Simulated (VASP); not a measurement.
Input of a VASP 6.6.1 run:

File INCAR:

```
SYSTEM = SnSe2
PREC = Accurate
ENCUT = 520
EDIFF = 1E-7
ISMEAR = 0
SIGMA = 0.1491
LREAL = .FALSE.
LASPH = .TRUE.
NELM = 100
ALGO = Normal
ISIF = 2
LWAVE = .FALSE.
LCHARG = .FALSE.
GGA = PS
NBANDS = 20
```

KPOINTS

```
Automatic mesh
0
G
  5 5 3
  0 0 0
```

The input POSCAR:

```
SnSe2
1.0
    3.8265219235      0.0000000000      0.0000000000
   -1.9132609618      3.3138651939      0.0000000000
    0.0000000000      0.0000000000      6.2146897617
Sn Se
1 2
Direct
    0.0000000000      0.0000000000      0.0000000000
    0.3333333333      0.6666666667      0.2540565839
    0.6666666667      0.3333333333      0.7459434161
```

Potentials or basis: VASP PAW PBE potentials, release 64 (Sn_d, Se).

Command:

```console
$ cat potpaw_PBE.64/Sn_d/POTCAR potpaw_PBE.64/Se/POTCAR > POTCAR
$ mpirun -np 1 vasp_std > vasp.out
```

(1) Estimate the largest force.

(2) Predict the band gap on the k mesh.

Answers

(1) 0.018 eV/Å.

(2) 0.66 eV, indirect (least direct gap 1.01 eV).

Caveat: the PAW data sets were made with another functional, which shifts forces and pressure a little; spin-orbit coupling is left out, which moves the levels of the heavy elements; an odd mesh through Γ misses points on the zone boundary, where band edges often lie.
